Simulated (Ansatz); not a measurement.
## AlAs, space group F-43m: a calculation of the dielectric tensor and Born charges, step by step

Computed with the Ansatz DFT code, driven from Python.

Interactive session:
```pycon
>>> import warnings
>>> import ansatz as az
>>> import numpy as np
>>> from pymatgen.core import Lattice, Structure
>>> from pymatgen.io.ase import AseAtomsAdaptor
>>> warnings.simplefilter("ignore", az.DeckWarning)
>>> pmg_structure = Structure(
...     Lattice([(0.0, 2.8304, 2.8304), (2.8304, 0.0, 2.8304), (2.8304, 2.8304, 0.0)]),
...     ["Al", "As"],
...     [
...         (0.0, 0.0, 0.0),
...         (0.25, 0.25, 0.25),
...     ],
... )
>>> cell = az.Crystal.from_ase(AseAtomsAdaptor.get_atoms(pmg_structure))
>>> # an insulator: whole occupations
>>> job = (
...     cell.calculation()
...     .pseudopotentials("paw")
...     .basis(470)
...     .kpoints(6, 6, 6)
...     .functional("lda")
...     .occupations("fixed")
...     .dielectric()
... )
>>> outcome = job.run()
>>> response = outcome.dielectric
>>> eps = np.asarray(response.eps_inf)
>>> values = np.linalg.eigvalsh(eps)
>>> print("principal values of eps_inf:", np.round(values, 3))
principal values of eps_inf: [9.546 9.546 9.546]
>>> print("refractive indices:", np.round(np.sqrt(values), 3))
refractive indices: [3.09 3.09 3.09]
>>> for site, z in zip(outcome.lattice.sites, response.zstar_e):
...     print(f"{site.symbol:2s} Z* trace/3 = {np.trace(z) / 3:+.3f} e")
...
Al Z* trace/3 = +2.161 e
As Z* trace/3 = -2.161 e
>>> print(f"charge neutrality missed by {response.zstar_sum_residual_pre_e:.4f} e before the sum rule")
charge neutrality missed by 0.0000 e before the sum rule
```

Notes:
- The Fermi level of a run with fixed occupations marks the highest occupied state on its mesh, not mid-gap.
- Pressure is positive in compression.
- The structure is a deposited one; some such entries were measured under pressure or heat, so a shift against it needn't be the functional's error alone.
- This is the electronic (clamped-ion) response; a semilocal gap that is too small tends to raise it. The typed mesh is that of the SCF; the response is solved on denser meshes that the run picks.
- Finished in 22 s on 1 thread of Arm Neoverse V2, with other jobs on the host, peak memory 0.56 GiB.
